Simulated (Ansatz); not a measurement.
## Ga: comparing deformations

Theory: DFT PBEsol, scalar-relativistic, plane waves, PAW in Ansatz 0.2.0. Settings: plane waves to 420 eV, k-mesh 24×24×24 (Γ-centred), Gaussian smearing 0.15 eV. No spin polarisation. Energies are free energies at this smearing, counted from the undisturbed cell; pressure is positive in compression.

Zero of the scan (as given, not relaxed at this level; it stands at 0.5 GPa; this form isn't the usual structure):

```xyz
1
Lattice="-1.4040 1.4040 2.2290 1.4040 -1.4040 2.2290 1.4040 1.4040 -2.2290" Properties=species:S:1:pos:R:3 pbc="T T T"
Ga    0.0000    0.0000    0.0000
```

The cell is strained by ε times a Voigt pattern (xx, yy, zz, yz, xz, xy; engineering shear) with fractional coordinates fixed. τ = (1/V0) dE/dε comes from the stress tensor. Of each scan, only the three points used here are listed.

| pattern | ε | τ (GPa) |
| --- | --- | --- |
| (1, 1, 0, 0, 0, 0) | -0.0150 | -4.89 |
| (1, 1, 0, 0, 0, 0) | 0.0000 | -0.97 |
| (1, 1, 0, 0, 0, 0) | 0.0150 | 2.20 |
| (0, 0, 1, 0, 0, 0) | -0.0100 | -0.94 |
| (0, 0, 1, 0, 0, 0) | 0.0000 | -0.43 |
| (0, 0, 1, 0, 0, 0) | 0.0100 | 0.13 |
| (0, 1, 0, 0, 0, 0) | -0.0050 | -0.78 |
| (0, 1, 0, 0, 0, 0) | 0.0000 | -0.48 |
| (0, 1, 0, 0, 0, 0) | 0.0050 | -0.21 |

**Question.** Which constants do the scans give, and which deformation costs least for the same size of strain tensor?

**Answer.** The slope dτ/dε at zero (parabola through three points) is pᵀCp: (1, 1, 0, 0, 0, 0) gives C11 + C22 + 2 C12 = 237 GPa; (0, 0, 1, 0, 0, 0) gives C33 = 53 GPa; (0, 1, 0, 0, 0, 0) gives C22 = 57 GPa. The size of the strain tensor, ε:ε, is ε² times 2.0, 1.0, 1.0. Per unit of it the stiffnesses are 118, 53, 57 GPa, so (0, 0, 1, 0, 0, 0) is the softest of these: at ε:ε = (1 %)² the quadratic term costs 0.29 meV/atom against 0.65 for the stiffest.

In a metal these slopes depend on the k mesh and the smearing.